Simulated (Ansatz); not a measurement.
Rows from a G0W0 calculation on P (aligned bilayer) (Ansatz 0.2.0; G0W0 on PBE, plane waves, PAW; PAW set soft_1; 6×6×1 mesh, 124 empty bands, screening to 40 eV, PAW set soft_1 files), in eV. Spin-orbit coupling is left out.

```
row                      k  band   start       Σx  Σc at the solution      Vxc
  A  (0.167, 0.167, 0.000)    c1  -2.839   -8.121              -3.461  -12.409
  B  (0.000, 0.333, 0.000)    c2  -4.090   -8.202              -3.317  -12.370
  C  (0.167, 0.167, 0.000)    c2  -2.462   -8.256              -3.642  -12.795
  D  (0.000, 0.333, 0.000)    v1  -6.215  -15.659               1.831  -13.707
  E  (0.000, 0.333, 0.000)    c1  -4.380   -7.969              -3.234  -11.992
  F  (0.167, 0.167, 0.000)    v1  -5.861  -15.481               1.825  -13.512
```

Give the quasiparticle energies and the shift of each level.

The quasiparticle equation reads E = start + Σx + Σc(E) − Vxc.

```
row  E (eV)  shift (eV)
  A  -2.013      +0.826
  B  -3.239      +0.851
  C  -1.565      +0.897
  D  -6.335      −0.120
  E  -3.592      +0.789
  F  -6.006      −0.144
```

The gap over the computed points goes from 1.48 eV to 2.41 eV.

Limits: not at the basis limit; coarse mesh for a sheet.

[Paths, hosts, dates, memory and timing lines, banners, echoed tables and standing remarks are left out of the program output.]

[Logs are printed without paths, hosts, clocks, repeated set-up lines and the standing remarks that a program may print on its own settings, such as how far it seeks lower states.]

[Runs of the session that timed out or met a known fault of the program may be left out.]

[Cells called generated may have been cut or substituted from an entry of the Crystallography Open Database or the Materials Project.]

[Hosts, paths, dates, database ids (printed as entryN), source tags and the programs' standing remarks are cut or masked in the printed files.]
